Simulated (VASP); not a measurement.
## SnO$_{2}$ in VASP 6.6.1, single-point calculation

INCAR

```
LCHARG = .FALSE.
NELM = 83
LREAL = .FALSE.
ENCUT = 450
LWAVE = .FALSE.
PREC = Accurate
ISIF = 2
IBRION = -1
GGA = PE
NBANDS = 20
NSW = 0
LASPH = .TRUE.
EDIFF = 1E-7
SIGMA = 0.02
ISMEAR = -1
```

KPOINTS

```
KPOINTS created by Atomic Simulation Environment
0
Gamma
8 8 8
0 0 0
```

POSCAR

```
Sn O
 1.0000000000000000
     0.0000000000000000    2.5334669720086236    2.5334669720086236
     2.5334669720086236    0.0000000000000000    2.5334669720086236
     2.5334669720086236    2.5334669720086236    0.0000000000000000
 Sn  O
   1   2
Cartesian
 -0.0000000000000000  0.0000000000000000  0.0000000000000000
  1.2667334860043118  1.2667334860043118  1.2667334860043118
  3.8002004580129354  3.8002004580129354  3.8002004580129354
```

The recommended PBE PAW datasets give the neutral cell 26 valence electrons.

Command

```
mpirun -np 1 vasp_std
```

Question: How does this run end, and what does it give?

Answer: It converged. Results: gap between bands v and c on the k mesh 0.28 eV; least direct gap on the k mesh 1.68 eV; pressure 8.7 GPa. Band v is the last that the valence electrons fill when counted band by band, and c is the next.

OSZICAR

```
N       E                     dE             d eps       ncg     rms          rms(c)
DAV:   1     0.222222431745E+03    0.22222E+03   -0.12391E+04  1288   0.188E+03
DAV:   2     0.243492669956E+01   -0.21979E+03   -0.20894E+03  1204   0.463E+02
DAV:   3    -0.204469192276E+02   -0.22882E+02   -0.22568E+02  1332   0.127E+02
DAV:   4    -0.210550907215E+02   -0.60817E+00   -0.60767E+00  1304   0.216E+01
DAV:   5    -0.210686400197E+02   -0.13549E-01   -0.13548E-01  1428   0.333E+00    0.110E+01
DAV:   6    -0.178656240688E+02    0.32030E+01   -0.10847E+01  1752   0.565E+01    0.392E+00
DAV:   7    -0.178907589021E+02   -0.25135E-01   -0.67153E-01  1240   0.582E+00    0.196E+00
DAV:   8    -0.178771701296E+02    0.13589E-01   -0.63090E-02  1300   0.254E+00    0.362E-01
DAV:   9    -0.178752589553E+02    0.19112E-02   -0.10902E-02  1696   0.165E+00    0.815E-02
DAV:  10    -0.178757712933E+02   -0.51234E-03   -0.13126E-03  1264   0.367E-01    0.189E-02
DAV:  11    -0.178757758236E+02   -0.45303E-05   -0.43415E-05  1548   0.946E-02    0.130E-02
DAV:  12    -0.178757768322E+02   -0.10086E-05   -0.59112E-06  1268   0.198E-02    0.359E-03
DAV:  13    -0.178757767716E+02    0.60692E-07   -0.99273E-07  1304   0.120E-02
   1 F= -.17875777E+02 E0= -.17875775E+02  d E =-.314739E-05
```

For comparison, a separate PBE run of the intended cell, on usual settings and not on those above, gives a gap of 0.28 eV on its mesh and a pressure of 10.0 GPa.
